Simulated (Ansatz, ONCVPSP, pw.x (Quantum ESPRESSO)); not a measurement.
## Equation-of-state test of one ONCV potential (gold)

```
Element                 : gold (Au)
Generator               : ONCVPSP 4.0.1
Type                    : optimised norm-conserving Vanderbilt (ONCV)
Functional              : PBE
Relativity              : scalar-relativistic
Frozen core             : [Kr] 4d10 4f14 5s2
Valence charge          : 17
Reference configuration : 5p6 5d10 6s1
Partial waves           : 6s: rc 2.55 bohr, ncon 5, nbas 9, qcut 2.4 1/bohr, 2 projectors, debl 1.6 Ha; 5p: rc 1.40 bohr, ncon 4, nbas 7, qcut 9.5 1/bohr, 2 projectors, debl 1.1 Ha; 5d: rc 1.40 bohr, ncon 4, nbas 9, qcut 12 1/bohr, local
Local potential         : the d channel
Core correction         : Teter function, fcfact 5.25, rcfact 1
```

In the p channel the program set the typed energies aside and used -2.197, 0.250 Ha.

Atomic tests: cutoffs needed: 33 Ha and 44 Ha (the cutoffs (Ha) at which the residual kinetic energy of the hardest occupied pseudo-wave falls to 1 and 0.1 mHa per electron); ghost test: no bound ghost flagged; GHOST(+) flagged for s at 20.9 eV; largest excitation error: -10 meV (all-electron minus pseudo) for 5p6 5d10 6s0, out of 4 test configurations.

Crystal test: bcc Au in pw.x 7.5, no spin, 14³ k-points, Fermi–Dirac smearing 0.01 Ry, cutoffs 105/420 Ry. The reference is all-electron LAPW (Ansatz 0.2.0) with the same functional, mesh and smearing; V0 and B0 come from Birch–Murnaghan fits to the pressures at five volumes. Errors are pseudo minus all-electron; Δ is the rms difference of the E(V) curves that follow from these fits, minima aligned, over ±6 % about the mean V0. Mesh and smearing are coarse, so the numbers serve the comparison and aren't converged zero-temperature values; the lattice is a test structure that the element need not adopt.

All-electron: a0 = 3.303 Å (V0 = 18.01 Å³/atom), B0 = 136.2 GPa.

Question: How far does the potential miss the all-electron equation of state?

Answer: mean pressure error (GPa): -0.93; a0 (Å): 3.295; a0 error (%): -0.22; B0 error (%): +1.7; Δ (meV/atom): 3.7. The generator flags a localised state at positive energy (s at 21 eV).

```tsv
V (Å³/atom)	P all-electron (GPa)	P pseudo (GPa)
17.106	8.24	7.14
17.556	3.80	2.79
18.006	0.07	-0.85
18.456	-3.07	-3.91
18.906	-5.69	-6.46
```

Question: At the middle volume, how do free energy and pressure move when the wave cutoff is lowered (ecutrho kept at four times it)?

Answer:

```
cutoff (Ry)  shift of F (meV/atom)  shift of P (GPa)
         47                +2674.5            -61.91
         63                 +529.3            -22.60
         84                  +37.8             -2.25
```

The run at the middle volume (104 k-points, 9 iterations) took about 24 s on one core of a shared host (Intel(R) Xeon(R) 6975P-C, 192 threads, 378 GiB, load 54).
